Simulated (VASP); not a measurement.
# The defect B_Mg in a supercell of MgB2C2 (Pnnm), part 5 of 9

Wanted: what the defect B_Mg costs in MgB2C2 (Pnnm) and how the lattice relaxes round it. The start is a computed cell from the Materials Project.

VASP 6.6.1, plane waves and PAW; the level of theory is named at each step.

So far. Step 2 (Relaxing the host crystal): The run ended after 3 ionic steps, 0.001 eV below its first step, once forces and stress met EDIFFG = -0.03. Step 4 (The supercell without the defect): The perfect cell has a gap of 1.34 eV on this mesh, with its valence-band top at 4.759 eV, and charged states follow.

### 5. Reference Mg

This step: PBEsol; plane waves and PAW (Mg) (VASP 6.6.1).

System of this step: Mg. It takes space group P6_3/mmc (No. 194, hexagonal). Conventional cell: a = 3.210 Å, b = 3.210 Å, c = 5.213 Å, α = 90.00°, β = 90.00°, γ = 120.00°. Mg has 12 Mg at 3.20 to 3.21 Å nearest.

The reference for Mg is its crystal, relaxed at the cutoff of the large cell.

INCAR

```
SYSTEM = Mg
PREC = Normal
ENCUT = 400
EDIFF = 1E-05
NELM = 120
ISMEAR = 1
SIGMA = 0.1
LREAL = Auto
ALGO = Fast
GGA = PS
NBANDS = 8
LORBIT = 11
LWAVE = .FALSE.
LCHARG = .FALSE.
KPAR = 4
IBRION = 2
NSW = 25
ISIF = 3
EDIFFG = -0.02
POTIM = 0.4
```

POSCAR

```
Mg
1.0
    3.2100000000      0.0000000000      0.0000000000
   -1.6050000000      2.7799415461      0.0000000000
    0.0000000000      0.0000000000      5.2130400000
Mg
2
Direct
    0.0000000000      0.0000000000      0.0000000000
    0.3333333333      0.6666666667      0.5000000000
```

KPOINTS

```
Automatic mesh
0
Gamma
10 10 5
0 0 0
```

Potentials, in the order of the species: Mg (PBE family, release 64).

Command:

```bash
mpirun -np 4 vasp_std
```

What it wrote:

```text
[banner, memory and clock lines left out]
running    4 mpi-ranks, on    1 nodes
 distrk:  each k-point on    1 cores,    4 groups
 distr:  one band on    1 cores,    1 groups

 POSCAR found type information on POSCAR Mg
 POSCAR found :  1 types and       2 ions
|                                                                             |
|               ----> ADVICE to this user running VASP <----                  |
|                                                                             |
|     You have a (more or less) 'small supercell' and for smaller cells       |
|     it is recommended to use the reciprocal-space projection scheme!        |
|     The real-space optimization is not efficient for small cells and it     |
|     is also less accurate ...                                               |
|     Therefore, set LREAL=.FALSE. in the INCAR file.                         |
|                                                                             |

 [... a notice as in an earlier step ...]

 LDA part: xc-table for (Slater+PW92), standard interpolation
 POSCAR, INCAR and KPOINTS ok, starting setup
 FFT: planning ... GRIDC
 FFT: planning ... GRID_SOFT
 FFT: planning ... GRID
 WAVECAR not read
 entering main loop
       N       E                     dE             d eps       ncg     rms          rms(c)
DAV:   1    -0.143845146663E+01   -0.14385E+01   -0.12156E+03   696   0.274E+02
DAV:   2    -0.344113783196E+01   -0.20027E+01   -0.19679E+01   928   0.199E+01
DAV:   3    -0.345024901701E+01   -0.91112E-02   -0.91078E-02   912   0.175E+00
DAV:   4    -0.345026596534E+01   -0.16948E-04   -0.16948E-04   960   0.646E-02
DAV:   5    -0.345026603784E+01   -0.72497E-07   -0.72532E-07   928   0.251E-03    0.964E-01
RMM:   6    -0.343972482217E+01    0.10541E-01   -0.55502E-04   672   0.174E-01    0.614E-01
RMM:   7    -0.343005526123E+01    0.96696E-02   -0.24557E-03   672   0.347E-01    0.317E-02
RMM:   8    -0.343006929283E+01   -0.14032E-04   -0.95804E-05   672   0.784E-02    0.646E-03
RMM:   9    -0.343006937177E+01   -0.78943E-07   -0.66879E-06   537   0.192E-02
   1 F= -.34300694E+01 E0= -.34293004E+01  d E =-.343007E+01
 curvature:   0.00 expect dE= 0.000E+00 dE for cont linesearch  0.000E+00
 trial: gam= 0.00000 g(F)=  0.132E-45 g(S)=  0.782E-02 ort = 0.000E+00 (trialstep = 0.100E+01)
 search vector abs. value=  0.782E-02
 bond charge predicted
       N       E                     dE             d eps       ncg     rms          rms(c)
DAV:   1    -0.343622369382E+01   -0.61544E-02   -0.16283E-02   888   0.600E-01    0.516E-02
RMM:   2    -0.343617680144E+01    0.46892E-04   -0.74941E-05   634   0.553E-02    0.321E-02
RMM:   3    -0.343614314165E+01    0.33660E-04   -0.10053E-05   525   0.176E-02    0.184E-03
RMM:   4    -0.343614298082E+01    0.16084E-06   -0.51112E-07   377   0.492E-03
   2 F= -.34361430E+01 E0= -.34354363E+01  d E =-.607361E-02
[...]
3 F= -.34385495E+01 E0= -.34381103E+01  d E =-.848009E-02
[...]
4 F= -.34386063E+01 E0= -.34382401E+01  d E =-.853695E-02
[...]
5 F= -.34412783E+01 E0= -.34413615E+01  d E =-.267197E-02
[...]
6 F= -.34413026E+01 E0= -.34413940E+01  d E =-.269631E-02
[...]
7 F= -.34422359E+01 E0= -.34422985E+01  d E =-.933260E-03
 trial-energy change:   -0.000933  1 .order   -0.000939   -0.001504   -0.000375
 step:   1.6628(harm=  1.6628)  dis= 0.00000  next Energy=    -3.442304 (dE=-0.100E-02)
 bond charge predicted
       N       E                     dE             d eps       ncg     rms          rms(c)
DAV:   1    -0.344228040798E+01   -0.36082E-04   -0.41753E-04   920   0.994E-02    0.671E-03
RMM:   2    -0.344227916482E+01    0.12432E-05   -0.15646E-06   320   0.794E-03
   8 F= -.34422792E+01 E0= -.34423301E+01  d E =-.976528E-03
 curvature:  -0.83 expect dE=-0.327E-06 dE for cont linesearch -0.130E-06
 trial: gam= 0.00000 g(F)=  0.986E-46 g(S)=  0.393E-06 ort =-0.137E-04 (trialstep = 0.133E+01)
 search vector abs. value=  0.394E-06
 reached required accuracy - stopping structural energy minimisation
```

Run time: 2.8 s. Hardware: 4 MPI ranks of Intel Xeon 6975P-C (Granite Rapids), shared host; peak memory 0.51 GiB; 9.4 s of CPU time.

OUTCAR, selected parts (step 5):

```text
   k-points           NKPTS =     42   k-points in BZ     NKDIM =     42   number of bands    NBANDS=      8

   ENCUT  =  400.0 eV  29.40 Ry    5.42 a.u.   5.23  5.23  8.50*2*pi/ulx,y,z

   NELECT =       4.0000    total number of electrons

 E-fermi :   2.7282

 k-point     1 :       0.0000    0.0000    0.0000
  band No.  band energies     occupation
      1      -4.3204      2.00000
      2       0.8158      2.00000
      3       1.1660      2.00000
      4      14.0539      0.00000
      5      14.0539      0.00000
      6      14.2837      0.00000
      7      14.2837      0.00000
      8      14.3517      0.00000

  Total        0.0004129      0.0004129     -0.0044774      0.0000000      0.0000000      0.0000000
  in kB        0.0146788      0.0146788     -0.1591627      0.0000000      0.0000000      0.0000000
  external PRESSURE =      -0.0432684 kB  Pullay stress =       0.0000000 kB

 POSITION                                       TOTAL-FORCE (eV/Angst)
 -----------------------------------------------------------------------------------
      0.00000      0.00000     -0.00000        -0.000000      0.000000     -0.000000
     -0.00000      1.81519      2.63254         0.000000     -0.000000      0.000000
 -----------------------------------------------------------------------------------
    total drift:                                0.000000     -0.000000      0.000000

  FREE ENERGIE OF THE ION-ELECTRON SYSTEM (eV)
  ---------------------------------------------------
  free  energy   TOTEN  =        -3.4422791648 eV

  energy  without entropy=       -3.4424318583  energy(sigma->0) =       -3.44233006

[... 1 part as in an earlier step ...]

[... 15 further parts left out ...]
```

The k-mesh is coarse for a metal. The run keeps the 24 symmetry operations of its start, so it cannot find a distortion of lower symmetry.

Relaxation path:

```csv
step,energy less that of the first step (eV),largest force (eV/Å),pressure (GPa),volume (Å³)
1,0.0000,0.0000,-1.15,46.52
2,-0.0061,0.0000,-0.46,45.62
3,-0.0085,0.0000,0.22,44.78
4,-0.0085,0.0000,0.37,44.62
5,-0.0112,0.0000,0.50,44.48
6,-0.0112,0.0000,0.51,44.46
7,-0.0122,0.0000,0.13,44.92
8,-0.0122,0.0000,0.00,45.07
```

```csv
"conventional cell, symmetrised",before,after,change
a (Å),3.210,3.144,-2.1 %
b (Å),3.210,3.144,-2.1 %
c (Å),5.213,5.265,+1.0 %
volume (Å³/atom),23.26,22.54,-3.1 %
```

Final coordinates:

```
Mg
1.0
     3.14400    0.00000    0.00000
    -1.57200    2.72278    0.00000
     0.00000    0.00000    5.26507
Mg
2
Direct
  0.00000 0.00000 0.00000
  0.33333 0.66667 0.50000
```

This step gave:

```
electronic cycles                               : 29
electrons                                       : 4
free energy (TOTEN)                             : -3.442 eV
energy at zero smearing                         : -3.442 eV
Fermi energy                                    : 2.728 eV
labelled metallic, from the levels on this mesh : yes
```

The run ended after 8 ionic steps, 0.012 eV below its first step, once forces and stress met EDIFFG = -0.02.

The edges of the cell as typed change unequally, by -2.1 to +1.0 %. In a metal that hangs on the k mesh, which was not refined here; the energy is less touched by it than the shape.

Energy at zero smearing: -3.44233 eV.

### 6. Reference B

This step: PBEsol; plane waves and PAW (B) (VASP 6.6.1).

System of this step: B. The structure is trigonal, space group R-3m (No. 166). The conventional cell has a = 4.898 Å, b = 4.898 Å, c = 12.524 Å, α = 90.00°, β = 90.00°, γ = 120.00°. Nearest to B lie 6 B at 1.67 to 1.80 Å. B has 5 B at 1.77 to 1.80 Å nearest.

The reference for B is its crystal, relaxed at the cutoff of the large cell.

Edit INCAR of step 5 so:

```diff
@@ -1,2 +1,2 @@
-SYSTEM = Mg
+SYSTEM = B
 PREC = Normal
@@ -5,3 +5,3 @@
 NELM = 120
-ISMEAR = 1
+ISMEAR = 0
 SIGMA = 0.1
@@ -10,3 +10,3 @@
 GGA = PS
-NBANDS = 8
+NBANDS = 30
 LORBIT = 11
```

POSCAR

```
B
1.0
    2.4491963929      1.4140441968      4.1747204365
   -2.4491963929      1.4140441968      4.1747204365
    0.0000000000     -2.8280883935      4.1747204365
B
12
Direct
    0.0099700400      0.6542851200      0.0099700400
    0.0099700400      0.0099700400      0.6542851200
    0.6542851200      0.0099700400      0.0099700400
    0.3457148800      0.9900299600      0.9900299600
    0.9900299600      0.3457148800      0.9900299600
    0.9900299600      0.9900299600      0.3457148800
    0.2205655700      0.6316348300      0.2205655700
    0.2205655700      0.2205655700      0.6316348300
    0.6316348300      0.2205655700      0.2205655700
    0.3683651700      0.7794344300      0.7794344300
    0.7794344300      0.3683651700      0.7794344300
    0.7794344300      0.7794344300      0.3683651700
```

KPOINTS

```
Automatic mesh
0
Gamma
7 7 7
0 0 0
```

PAW data sets: B (PBE family, release 64).

Command:

```bash
mpirun -np 4 vasp_std
```

What it wrote:

```text
[banner, memory and clock lines left out]
running    4 mpi-ranks, on    1 nodes
 distrk:  each k-point on    1 cores,    4 groups
 distr:  one band on    1 cores,    1 groups

 POSCAR found type information on POSCAR B
 POSCAR found :  1 types and      12 ions
 [... a notice as in an earlier step ...]

 LDA part: xc-table for (Slater+PW92), standard interpolation
 POSCAR, INCAR and KPOINTS ok, starting setup
 FFT: planning ... GRIDC
 FFT: planning ... GRID_SOFT
 FFT: planning ... GRID
 WAVECAR not read
 entering main loop
       N       E                     dE             d eps       ncg     rms          rms(c)
DAV:   1     0.429221462293E+02    0.42922E+02   -0.14226E+04  2640   0.893E+02
DAV:   2    -0.847810231898E+02   -0.12770E+03   -0.12192E+03  3362   0.187E+02
DAV:   3    -0.890960559496E+02   -0.43150E+01   -0.42820E+01  3472   0.313E+01
DAV:   4    -0.891253017440E+02   -0.29246E-01   -0.29220E-01  3452   0.271E+00
DAV:   5    -0.891255979726E+02   -0.29623E-03   -0.29620E-03  3428   0.263E-01    0.112E+01
RMM:   6    -0.852938840323E+02    0.38317E+01   -0.39797E+00  2640   0.696E+00    0.617E+00
RMM:   7    -0.844946008991E+02    0.79928E+00   -0.27087E+00  2640   0.588E+00    0.191E+00
RMM:   8    -0.844531273437E+02    0.41474E-01   -0.24824E-01  2640   0.227E+00    0.412E-01
RMM:   9    -0.844450496509E+02    0.80777E-02   -0.68699E-02  2641   0.958E-01    0.173E-01
RMM:  10    -0.844444329970E+02    0.61665E-03   -0.70411E-03  2640   0.385E-01    0.446E-02
RMM:  11    -0.844444733122E+02   -0.40315E-04   -0.98890E-04  2641   0.130E-01    0.209E-02
RMM:  12    -0.844444929105E+02   -0.19598E-04   -0.11765E-04  2572   0.465E-02    0.787E-03
RMM:  13    -0.844444931798E+02   -0.26920E-06   -0.29689E-05  2080   0.195E-02
   1 F= -.84444493E+02 E0= -.84444493E+02  d E =-.844445E+02
 curvature:   0.00 expect dE= 0.000E+00 dE for cont linesearch  0.000E+00
 trial: gam= 0.00000 g(F)=  0.843E-02 g(S)=  0.615E-02 ort = 0.000E+00 (trialstep = 0.100E+01)
 search vector abs. value=  0.146E-01
 bond charge predicted
       N       E                     dE             d eps       ncg     rms          rms(c)
DAV:   1    -0.844537774873E+02   -0.92846E-02   -0.33969E-01  3168   0.321E+00    0.175E-01
RMM:   2    -0.844533076941E+02    0.46979E-03   -0.75913E-03  2640   0.458E-01    0.101E-01
RMM:   3    -0.844530797165E+02    0.22798E-03   -0.10796E-03  2640   0.157E-01    0.254E-02
RMM:   4    -0.844530784187E+02    0.12978E-05   -0.11322E-04  2640   0.510E-02    0.714E-03
RMM:   5    -0.844530797347E+02   -0.13160E-05   -0.15613E-05  1896   0.183E-02
   2 F= -.84453080E+02 E0= -.84453080E+02  d E =-.858655E-02
[...]
3 F= -.84453341E+02 E0= -.84453341E+02  d E =-.884790E-02
[...]
4 F= -.84453720E+02 E0= -.84453720E+02  d E =-.378524E-03
 trial-energy change:   -0.000379  1 .order   -0.000389   -0.002752    0.001975
 step:   0.6051(harm=  0.6051)  dis= 0.00222  next Energy=   -84.454142 (dE=-0.801E-03)
 bond charge predicted
       N       E                     dE             d eps       ncg     rms          rms(c)
DAV:   1    -0.844542279607E+02   -0.51004E-03   -0.23776E-02  3072   0.779E-01    0.452E-02
RMM:   2    -0.844541572103E+02    0.70750E-04   -0.53507E-04  2640   0.124E-01    0.211E-02
RMM:   3    -0.844541439976E+02    0.13213E-04   -0.10263E-04  2639   0.450E-02    0.613E-03
RMM:   4    -0.844541441409E+02   -0.14322E-06   -0.77590E-06  1736   0.146E-02
   5 F= -.84454144E+02 E0= -.84454144E+02  d E =-.803065E-03
 curvature:  -0.35 expect dE=-0.113E-03 dE for cont linesearch -0.228E-06
 trial: gam= 0.14041 g(F)=  0.105E-03 g(S)=  0.216E-03 ort =-0.446E-04 (trialstep = 0.953E+00)
 search vector abs. value=  0.370E-03
 reached required accuracy - stopping structural energy minimisation
```

Elapsed: 19 s, on 4 MPI ranks; peak memory 0.73 GiB.

OUTCAR, selected parts (step 6):

```text
   k-points           NKPTS =     44   k-points in BZ     NKDIM =     44   number of bands    NBANDS=     30

   ENCUT  =  400.0 eV  29.40 Ry    5.42 a.u.   8.22  8.22  8.22*2*pi/ulx,y,z

   NELECT =      36.0000    total number of electrons

 E-fermi :   6.4932

 k-point     1 :       0.0000    0.0000    0.0000
  band No.  band energies     occupation
    ...
     14       1.4628      2.00000
     15       4.5550      2.00000
     16       5.1937      2.00000
     17       5.1937      2.00000
     18       5.6768      2.00000
     19       7.3663      0.00000
     20      10.5586      0.00000
     21      10.5586      0.00000
     22      10.7117      0.00000
     23      10.7117      0.00000
    ...

  Total       -0.0766733     -0.0766733      0.2353584      0.0000000      0.0000000      0.0000000
  in kB       -1.4300699     -1.4300699      4.3897806      0.0000000      0.0000000      0.0000000
  external PRESSURE =       0.5098803 kB  Pullay stress =       0.0000000 kB

 POSITION                                       TOTAL-FORCE (eV/Angst)
 -----------------------------------------------------------------------------------
     -1.56954      0.90618      2.81166        -0.000647      0.000373      0.019664
      0.00000     -1.81235      2.81166         0.000000     -0.000747      0.019664
      1.56954      0.90618      2.81166         0.000647      0.000373      0.019664
     -1.56954     -0.90618      9.68525        -0.000647     -0.000373     -0.019664
      1.56954     -0.90618      9.68525         0.000647     -0.000373     -0.019664
      0.00000      1.81235      9.68525         0.000000      0.000747     -0.019664
     -0.99528      0.57463      4.47003        -0.007095      0.004097      0.000046
      0.00000     -1.14925      4.47003         0.000000     -0.008193      0.000046
      0.99528      0.57463      4.47003         0.007095      0.004097      0.000046
     -0.99528     -0.57463      8.02688        -0.007095     -0.004097     -0.000046
      0.99528     -0.57463      8.02688         0.007095     -0.004097     -0.000046
      0.00000      1.14925      8.02688         0.000000      0.008193     -0.000046
 -----------------------------------------------------------------------------------
    total drift:                                0.000000      0.000000      0.000000

  FREE ENERGIE OF THE ION-ELECTRON SYSTEM (eV)
  ---------------------------------------------------
  free  energy   TOTEN  =       -84.4541441409 eV

  energy  without entropy=      -84.4541441409  energy(sigma->0) =      -84.45414414

[... 1 part as in an earlier step ...]

[... 15 further parts left out ...]
```

The run keeps the 12 symmetry operations of its start, so it cannot find a distortion of lower symmetry.

Relaxation path:

```csv
step,energy less that of the first step (eV),largest force (eV/Å),pressure (GPa),volume (Å³)
1,0.0000,0.1720,-1.46,86.75
2,-0.0086,0.0828,-0.22,86.09
3,-0.0088,0.1018,0.02,85.96
4,-0.0092,0.0903,0.06,85.86
5,-0.0097,0.0197,0.05,85.90
```

```csv
"conventional cell, symmetrised",before,after,change
a (Å),4.898,4.880,-0.4 %
b (Å),4.898,4.880,-0.4 %
c (Å),12.524,12.497,-0.2 %
volume (Å³/atom),7.23,7.16,-1.0 %
```

Final coordinates:

```
B
1.0
     2.43985    1.40865    4.16564
    -2.43985    1.40865    4.16564
     0.00000   -2.81729    4.16564
B
12
Direct
  0.01056 0.65385 0.01056
  0.01056 0.01056 0.65385
  0.65385 0.01056 0.01056
  0.34615 0.98944 0.98944
  0.98944 0.34615 0.98944
  0.98944 0.98944 0.34615
  0.22171 0.62964 0.22171
  0.22171 0.22171 0.62964
  0.62964 0.22171 0.22171
  0.37036 0.77829 0.77829
  0.77829 0.37036 0.77829
  0.77829 0.77829 0.37036
```

This step gave:

- electrons: 36
- free energy (TOTEN): -84.4541 eV
- Fermi energy: 6.493 eV
- labelled metallic, from the levels on this mesh: no
- gap on the k-mesh: 1.344 eV
- least direct gap on the k-mesh: 1.668 eV

The run ended after 5 ionic steps, 0.010 eV below its first step, once forces and stress met EDIFFG = -0.02.

Energy at zero smearing: -84.45414 eV.

(Continued in part 6 of 9.)

[Lines on the potential files, build, host, timing and source positions are cut from VASP's logs without a mark.]

[Logs are printed without paths, hosts, clocks, repeated set-up lines and the standing remarks that a program may print on its own settings, such as how far it seeks lower states.]

[Hosts, paths, dates, database ids (printed as entryN), source tags and the programs' standing remarks are cut or masked in the printed files.]

[In band tables of VASP the shares of atoms and orbitals are scaled to a sum of 1 inside the atoms' spheres.]

[Runs that stopped without an error message from VASP are left out.]
